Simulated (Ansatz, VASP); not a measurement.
# One calculation of PbO, two programs

The input POSCAR:

```
PbO
1.0
    0.0000000000      2.8536687242      2.8536687242
    2.8536687242      0.0000000000      2.8536687242
    2.8536687242      2.8536687242      0.0000000000
Pb O
1 1
Direct
    0.0000000000      0.0000000000      0.0000000000
    0.2500000000      0.2500000000      0.2500000000
```

INCAR.step1

```
ALGO = Normal
EDIFF = 1E-4
ENCUT = 520
GGA = PE
ISMEAR = 0
LASPH = True
LCHARG = False
LREAL = False
LWAVE = True
NBANDS = 17
NELM = 100
PREC = Accurate
SIGMA = 0.01
```

Contents of INCAR.step2:

```
ALGO = Normal
EDIFF = 1E-7
ENCUT = 520
ISIF = 2
ISMEAR = 0
ISTART = 1
LASPH = True
LCHARG = True
LELF = True
LMIXTAU = True
LREAL = False
LVHAR = True
LWAVE = False
METAGGA = R2SCAN
NBANDS = 17
NELM = 100
PREC = Accurate
SIGMA = 0.01
```

The input KPOINTS:

```
k-points
0
Gamma
  6 6 6
```

Input for Ansatz:

```yaml
crystal:
  lattice:
    - [0.0, 2.8536687242, 2.8536687242]
    - [2.8536687242, 0.0, 2.8536687242]
    - [2.8536687242, 2.8536687242, 0.0]
  atoms:
    - { symbol: Pb, position: [0.0, 0.0, 0.0] }
    - { symbol: O, position: [0.25, 0.25, 0.25] }
kpoints:
  mp_grid: { grid: [6, 6, 6] }
hamiltonian:
  xc: r2scan
scf:
  occupations: { method: fixed }
  n_extra_bands: 4
output:
  forces: true
  stress: true
  eigenvalues: true
```

Alike in both runs: task single point; functional r2SCAN; k mesh 6 × 6 × 6; no spin polarisation.

|  | VASP | Ansatz |
| --- | --- | --- |
| version | VASP 6.6.1 | Ansatz 0.2.0 |
| potentials or method | VASP PAW PBE potentials, release 64 (Pb_d, O) | plane waves, PAW |
| plane-wave cutoff (eV) | 520 | 500 |
| occupations | gaussian, width 0.01 eV | fixed |
| valence electrons in the cell | 20 | 20 |

```tsv
	VASP	Ansatz	Ansatz less VASP
gap on the k mesh at the Fermi level (eV)	0.80	0.81	+0.008
pressure (GPa)	-3.4	-3.6	-0.20
```

Caveats: the PAW data sets were made with another functional, which shifts forces and pressure a little (VASP); spin-orbit coupling is left out, which as a rule narrows the gap of such compounds by several tenths of an eV. A k mesh can miss the band edges. r2SCAN opens gaps a little over a GGA but as a rule still falls short of measured ones.
